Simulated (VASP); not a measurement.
Wanted: the native input for a VASP 6.6.1 run.

| Property | Result |
| --- | --- |
| Task | relaxation of cell and atoms |
| Functional | PBE |
| Potentials or basis | VASP PAW PBE potentials, release 64 (Se) |
| Cutoff | 600 eV |
| k mesh | 15 × 15 × 13 |
| Occupations | gaussian, width 0.03 eV |
| Spin | no spin polarisation |
| Further INCAR settings | ALGO = Normal; EDIFF = 1e-07; IBRION = 2; EDIFFG = -0.005; NSW = 90; ISIF = 3 |

The structure of Se lies in POSCAR:

```
Se                                      
1.0
    2.0272117883      1.1704112717      1.5852389811
   -2.0272117883      1.1704112717      1.5852389811
    0.0000000000     -2.3408225433      1.5852389811
  Se            
     1
Direct
     1.0000000000000000    0.0000000000000000    0.0000000000000000
```

This isn't the form of Se at room conditions, which is trigonal, of chains.

The input as run:

INCAR

```
SYSTEM = Se
PREC = Accurate ; ENCUT = 600
EDIFF = 1E-7 ; ISMEAR = 0
SIGMA = 0.03 ; LREAL = .False.
LASPH = .True. ; NELM = 80
ALGO = Normal ; ISIF = 3
LWAVE = .False. ; LCHARG = .False.
GGA = PE ; IBRION = 2
NSW = 90 ; EDIFFG = -0.005
```

KPOINTS

```
Automatic mesh
0
Gamma
  15 15 13
  0 0 0
```

Potentials or basis: VASP PAW PBE potentials, release 64 (Se).

Run with:

```bash
$ cat potpaw_PBE.64/Se/POTCAR > POTCAR
$ mpirun -np 1 vasp_std > vasp.out
```

Results of the run:

The relaxed volume is 22.67 Å³/atom and the relaxed cell is a = 2.830 Å, b = 2.830 Å, c = 2.830 Å, α = 90.01°, β = 90.01°, γ = 90.01°. The space group after relaxing (to 0.05 Å) is Pm-3m (No. 221). The energy gained by relaxing is 1.5 meV/atom and the ionic steps are 10. The pressure after relaxing is 0.0 GPa and the band gap on the k mesh is none (metal or under the smearing width).

It took 3.1 min on 1 thread of Intel(R) Xeon(R) Platinum 8488C (Sapphire Rapids) (shared host), peak memory 0.27 GiB.
